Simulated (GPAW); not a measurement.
InP: equation of state with revPBE+D4

**What was measured.**

From a printed reference work, data compilation, for a bulk crystal of InP: bulk modulus 71 GPa.

The system is InP.

```
In P
1.0
     0.00000    2.93050    2.93050
     2.93050    0.00000    2.93050
     2.93050    2.93050    0.00000
In P
1 1
Cartesian
  0.0000 0.0000 0.0000
  1.4652 1.4652 1.4652
```

* Program: GPAW 26.7.0
* Task: equation of state
* Functional: revPBE
* Dispersion: D4
* Potentials or basis: the program's PAW data sets (release 1.2.1) made for this functional
* Cutoff: 600 eV
* Basis: pw
* k mesh: 6 × 6 × 6
* Occupations: fermi-dirac, width 0.05 eV
* Spin: no spin polarisation

The equilibrium volume is 25.36 Å³/atom and the bulk modulus is 66 GPa. The pressure derivative of the bulk modulus is 4.7.

Energy against volume, from the lowest point:
| volume (Å³/atom) | energy (meV/atom) |
| --- | --- |
| 23.657 | 26.65 |
| 24.160 | 12.58 |
| 24.663 | 3.88 |
| 25.167 | 0.00 |
| 25.670 | 0.44 |
| 26.173 | 4.70 |
| 26.677 | 12.38 |

Wall time 74 s on 1 thread of Arm Neoverse V1 (shared host), peak memory 0.22 GiB.

A measured bulk modulus of InP is 71 GPa (a printed reference work, data compilation); the calculated 66 GPa misses it by -7.2 %. The fit is for a static lattice scaled at fixed shape and fixed fractional positions.
